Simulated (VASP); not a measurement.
**P under changes of volume**

One of the cells (17.892 Å³/atom); the others are scaled copies at fixed shape and fractional positions:

```
P
1.0
     1.65618   -5.13209    0.00000
     1.65618    5.13209    0.00000
     0.00000    0.00000    4.21002
P
4
Direct
  0.89460 0.10540 0.57344
  0.10540 0.89460 0.42656
  0.60540 0.39460 0.07344
  0.39460 0.60540 0.92656
```

| Quantity | Value |
| --- | --- |
| Program | VASP 6.6.1 |
| Functional | PBEsol |
| Potentials or basis | VASP PAW PBE potentials, release 64 (P) |
| Cutoff | 520 eV |
| k mesh | 8 × 8 × 6 |
| Occupations | gaussian, width 0.02 eV |
| Spin | no spin polarisation |

```csv
volume (Å³/atom),energy over the lowest point (meV/atom),pressure (GPa),largest force (eV/Å)
17.176,?,?,?
17.534,2.13,1.9,0.173
17.892,0.00,0.0,0.004
18.250,1.85,-1.7,0.175
18.607,7.17,-3.1,0.340
```

Q: What does the run at 17.176 Å³/atom give?

A: Energy over the lowest point 8.70 meV/atom; pressure 4.0 GPa; largest force 0.361 eV/Å.

Worked out: A Birch-Murnaghan fit of order 2 (a polynomial in V^(-2/3)) to the other rows has its minimum at 17.90 Å³/atom with B0 = V·E''(V) = 87 GPa at fixed shape and positions, which overstates the stiffness. It gives 8.57 meV/atom at 17.176 Å³/atom, against the run's 8.70, and -dE/dV = 3.9 GPa, against 4.0.

Energies are extrapolated to zero smearing.

Caveats: the PAW data sets were made with another functional, which shifts forces and pressure a little.
